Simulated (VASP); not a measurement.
AgCl:

```
Ag Cl
1.0
     3.43397    0.00000    0.00000
     0.00000    3.43397    0.00000
     0.00000    0.00000    3.43397
Ag Cl
1 1
Direct
  0.00000 0.00000 0.00000
  0.50000 0.50000 0.50000
```

Measurements of this composition are mostly on another form, of space group No. 225.

| Quantity | Value |
| --- | --- |
| Program | VASP 6.6.1 |
| Task | single point |
| Functional | PBE |
| Potentials or basis | VASP PAW PBE potentials, release 64 (Ag, Cl) |
| Cutoff | 520 eV |
| k mesh | 8 × 8 × 8 |
| Occupations | fermi-dirac, width 0.05 eV |
| Spin | no spin polarisation |

On this cell: pressure -0.3 GPa; largest force zero by symmetry; band gap on the k mesh 0.57 eV, indirect (least direct gap 2.08 eV).

The same run follows on a disturbed copy (atoms moved at random, drawn with an rms of 0.05 Å):

```
CELL_PARAMETERS angstrom
3.43397 0.00000 0.00000
0.00000 3.43397 0.00000
0.00000 0.00000 3.43397
ATOMIC_POSITIONS crystal
Ag 0.98233 0.98737 0.99310
Cl 0.50798 0.50474 0.50456
```

Question: What changes?

Answer: The energy moves by +0.6 meV/atom; pressure -0.1 GPa; largest force 0.023 eV/Å; band gap on the k mesh 0.58 eV, indirect (least direct gap 2.00 eV).

Forces on the atoms (eV/Å):
```
Ag   0.017  0.012  0.009
Cl  -0.017 -0.012 -0.009
```

Stress tensor (GPa, compression positive):
```
-0.11  0.08  0.05
 0.08 -0.08  0.04
 0.05  0.04 -0.06
```

A k mesh can miss the band edges.
